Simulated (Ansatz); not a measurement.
Pd:

```xyz
4
Lattice="2.7626 0.0000 0.0000 -1.3813 2.3924 0.0000 0.0000 0.0000 9.1184" Properties=species:S:1:pos:R:3 pbc="T T T"
Pd    1.3813    0.7975    6.8388
Pd    0.0000    0.0000    4.5592
Pd    0.0000    1.5950    2.2796
Pd    0.0000    0.0000    0.0000
```

This isn't the form of Pd at room conditions, which is fcc.

* Program: Ansatz 0.2.0
* Task: single point
* Functional: PBE
* Potentials or basis: Ansatz PAW
* Cutoff: 420 eV (not typed: the program's choice for these potentials)
* k mesh: 11 × 11 × 3
* Occupations: fermi-dirac, width 0.05 eV
* Spin: no spin polarisation

On this cell: pressure 3.5 GPa; largest force under 0.003 eV/Å; band gap on the k mesh none (metal or under the smearing width).

The same run follows on a disturbed copy (atoms moved at random, drawn with an rms of 0.05 Å):

```
CELL_PARAMETERS angstrom
2.76256 0.00000 0.00000
-1.38128 2.39245 0.00000
0.00000 0.00000 9.11839
ATOMIC_POSITIONS crystal
Pd 0.65645 0.32883 0.74873
Pd 0.99996 0.01009 0.50121
Pd 0.34154 0.67987 0.25175
Pd 0.00189 0.99731 0.99893
```

Task: What changes?

Result: The energy (extrapolated to zero smearing) moves by +1.1 meV/atom; pressure 3.5 GPa; largest force 0.143 eV/Å; band gap on the k mesh none (metal or under the smearing width).

Forces on the atoms (eV/Å):
```
Pd   0.026  0.023  0.122
Pd   0.009 -0.026 -0.093
Pd  -0.005 -0.022 -0.142
Pd  -0.031  0.025  0.113
```

Stress tensor (GPa, compression positive):
```
3.90 0.17 0.01
0.17 3.39 0.02
0.01 0.02 3.29
```
